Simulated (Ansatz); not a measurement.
# Rb (hcp type): the cost of one run

Program: Ansatz 0.2.0. Level of theory: DFT PBE, with the methods named in each step. These are calculated values, not measurements.

This is Rb in the hcp structure; at room conditions it is bcc.

**1. The system as given**

The structure is hexagonal, space group P6_3/mmc (No. 194). Conventional cell: a = 5.042 Å, b = 5.042 Å, c = 8.319 Å, α = 90.00°, β = 90.00°, γ = 120.00°.

As a file:

```cif
data_structure
_symmetry_space_group_name_H-M 'P 1'
_symmetry_Int_Tables_number 1
_cell_length_a 5.0419
_cell_length_b 5.0419
_cell_length_c 8.3186
_cell_angle_alpha 90.000
_cell_angle_beta 90.000
_cell_angle_gamma 120.000
_cell_volume 183.14
loop_
_atom_site_label
_atom_site_type_symbol
_atom_site_fract_x
_atom_site_fract_y
_atom_site_fract_z
_atom_site_occupancy
Rb1 Rb 0.33333 0.66667 0.25000 1
Rb2 Rb 0.66667 0.33333 0.75000 1
```

Whether this phase is the stable one at these pressures isn't tested.

Atoms are numbered in the order of the input: Rb1, Rb2.

**2. The reference volume, LAPW**

Contents of input.yaml:

```yaml
crystal:
  lattice:
    - [5.0419373083, 0.0, 0.0]
    - [-2.5209686541, 4.3664457933, 0.0]
    - [0.0, 0.0, 8.3185565893]
  atoms:
    - { symbol: Rb, position: [0.3333333333, 0.6666666667, 0.25] }
    - { symbol: Rb, position: [0.6666666667, 0.3333333333, 0.75] }
kpoints:
  mp_grid: { grid: [9, 9, 5] }
  band_path:
    path:
      - [0.0, 0.0, 0.0]
      - [0.5, 0.0, 0.0]
      - [0.3333333333, 0.3333333333, 0.0]
      - [0.0, 0.0, 0.0]
      - [0.0, 0.0, 0.5]
      - [0.5, 0.0, 0.5]
      - [0.3333333333, 0.3333333333, 0.5]
      - [0.0, 0.0, 0.5]
      - [0.5, 0.0, 0.5]
    npoints: 14
scf:
  occupations: { method: fermi_dirac, width: 0.08 }
hamiltonian:
  xc: pbe
  pseudopotentials: { kind: all_electron, lapw: { basis_error: 0.001 } }
output:
  forces: true
  stress: true
  eigenvalues: true
  populations: true
  dos: { projected: true, de: 0.2, e_range: [-14, 8] }
```

The run is started by

```sh
$ ansatz run input.yaml --threads 1 --pin off --max-ram 2048MiB --backend cpu --events-out ev --progress --plain --runs-dir out
```

Q: Estimate wall time and peak memory on 1 thread of Arm Neoverse V1, shared host.

About 7.5 s, with a peak of 0.22 GiB.
